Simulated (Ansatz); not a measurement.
# PbS: the cost of one run

Program: Ansatz 0.2.0. Level of theory: DFT PBE, scalar-relativistic, plane waves, PAW. These are calculated values, not measurements.

### 1 Starting point

Symmetry: P3_212, No. 153, trigonal system. The conventional cell has a = 4.339 Å, b = 4.339 Å, c = 7.093 Å, α = 90.00°, β = 90.00°, γ = 120.00°. Pb (site symmetry 2) has 5 S at 2.44 to 2.66 Å as nearest neighbours. S (site symmetry 2) is surrounded by 5 Pb at 2.44 to 2.66 Å.

As a file:

```cif
data_structure
_symmetry_space_group_name_H-M 'P 1'
_symmetry_Int_Tables_number 1
_cell_length_a 4.3391
_cell_length_b 4.3391
_cell_length_c 7.0930
_cell_angle_alpha 90.000
_cell_angle_beta 90.000
_cell_angle_gamma 120.000
_cell_volume 115.66
loop_
_atom_site_label
_atom_site_type_symbol
_atom_site_fract_x
_atom_site_fract_y
_atom_site_fract_z
_atom_site_occupancy
Pb1 Pb 0.16208 0.83792 0.66667 1
Pb2 Pb 0.16208 0.32416 0.33333 1
Pb3 Pb 0.67584 0.83792 0.00000 1
S1 S 0.83792 0.16208 0.66667 1
S2 S 0.83792 0.67584 0.33333 1
S3 S 0.32416 0.16208 0.00000 1
```

A structure generator made this guess: 5-connected net, two elements alternating (P3_212, No. 153). The dimensions are guesses.

### 2 Probe: one point on a coarse mesh

Contents of input.yaml:

```yaml
crystal:
  lattice:
    - [4.3391401, 0.0, 0.0]
    - [-2.16957005, 3.75780556, 0.0]
    - [0.0, 0.0, 7.09299229]
  atoms:
    - { symbol: Pb, position: [0.16207985, 0.83792015, 0.66666667] }
    - { symbol: Pb, position: [0.16207985, 0.3241597, 0.33333333] }
    - { symbol: Pb, position: [0.6758403, 0.83792015, 0.0] }
    - { symbol: S, position: [0.83792015, 0.16207985, 0.66666667] }
    - { symbol: S, position: [0.83792015, 0.6758403, 0.33333333] }
    - { symbol: S, position: [0.3241597, 0.16207985, 0.0] }
basis:
  ecutwfc: 420
kpoints:
  mp_grid: { grid: [6, 6, 4] }
hamiltonian:
  xc: pbe
scf:
  occupations: { method: gaussian, width: 0.1 }
  lower_state_search: "off"
output:
  forces: true
  stress: true
  eigenvalues: true
```

The run is started by

```
> ansatz run input.yaml --threads 1 --pin off --max-ram 2560MiB --backend cpu --events-out ev --progress --plain --runs-dir out
```

Q: Estimate wall time and peak memory on 1 thread of Arm Neoverse V1, shared host.

About 12 s, with a peak of 0.35 GiB.
